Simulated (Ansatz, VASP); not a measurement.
## Two plane-wave programs on Pb

```
CELL_PARAMETERS angstrom
7.01418 0.00000 0.00000
-3.50709 6.07446 0.00000
0.00000 0.00000 21.72705
ATOMIC_POSITIONS crystal
Pb 0.33333 0.16667 0.36820
Pb 0.33333 0.66667 0.36820
Pb 0.83333 0.16667 0.36820
Pb 0.83333 0.66667 0.36820
Pb 0.66667 0.33333 0.50000
Pb 0.66667 0.83333 0.50000
Pb 0.16667 0.33333 0.50000
Pb 0.16667 0.83333 0.50000
Pb 0.00000 0.50000 0.63180
Pb 0.00000 0.00000 0.63180
Pb 0.50000 0.50000 0.63180
Pb 0.50000 0.00000 0.63180
```

Alike in both runs: functional PBE; dispersion D3(BJ); k mesh 3 × 3 × 1; occupations gaussian, width 0.1 eV; no spin polarisation.

Ansatz relaxed the structure, and its values are those at the end. VASP's run is a single point on that final structure, the one shown.

|  | VASP | Ansatz |
| --- | --- | --- |
| version | VASP 6.6.1 | Ansatz 0.2.0 |
| potentials or method | VASP PAW PBE potentials, release 64 (Pb_d) | scalar-relativistic, plane waves, PAW |
| plane-wave cutoff (eV) | 520 | 420 |
| valence electrons in the cell | 168 | 168 |

```tsv
	VASP	Ansatz	Ansatz less VASP
gap on the k mesh at the Fermi level (eV)	none	none	-
rms of the force components (eV/Å)	0.004	0.004	+0.0005
```

A gap of «none» marks a metal or a gap that the smearing closes. Ansatz warned: «xc_potential_rough_in_thin_density».

Spin-orbit coupling is left out, which matters for the levels of Pb.
